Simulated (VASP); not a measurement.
**As: single point with PBEsol**

The system is As.

```xyz
2
Lattice="4.1310 0.0000 0.0000 2.4184 3.3491 0.0000 2.4184 1.2367 3.1124" Properties=species:S:1:pos:R:3 pbc="T T T"
As    2.0267    1.0364    0.7034
As    6.9411    3.5494    2.4090
```

```json
{
 "Program": "VASP 6.6.1",
 "Task": "single point",
 "Functional": "PBEsol",
 "Potentials or basis": "VASP PAW PBE potentials, release 64 (As)",
 "Cutoff": "500 eV",
 "k mesh": "9 × 9 × 9",
 "Occupations": "gaussian, width 0.02 eV",
 "Spin": "no spin polarisation",
 "Further INCAR settings": "ALGO = Normal; EDIFF = 1.00e-06; NBANDS = 12"
}
```

The pressure is 0.7 GPa and the largest force is 0.443 eV/Å. The band gap on the k mesh is none (metal or under the smearing width).

Forces on the atoms (eV/Å):
```
As   0.377  0.193  0.131
As  -0.377 -0.193 -0.131
```

Stress tensor (GPa, compression positive):
```
 0.44 -0.26 -0.18
-0.26  0.82 -0.09
-0.18 -0.09  0.89
```

Levels at points of the mesh, in eV from the Fermi level:
| k point | band 2 | band 3 | band 4 | band 5 | band 6 | band 7 | band 8 | band 9 |
| --- | --- | --- | --- | --- | --- | --- | --- | --- |
| (0.00, 0.00, 0.00) | -5.75 | -2.45 | -2.00 | -2.00 | 1.59 | 2.92 | 2.92 | 6.86 |

Run time: 31 s on 1 thread of Intel(R) Xeon(R) Platinum 8375C CPU @ 2.90GHz (Ice Lake), with other jobs on the host, peak memory 0.18 GiB.

Caveat: the PAW data sets were made with another functional, which shifts forces and pressure a little.
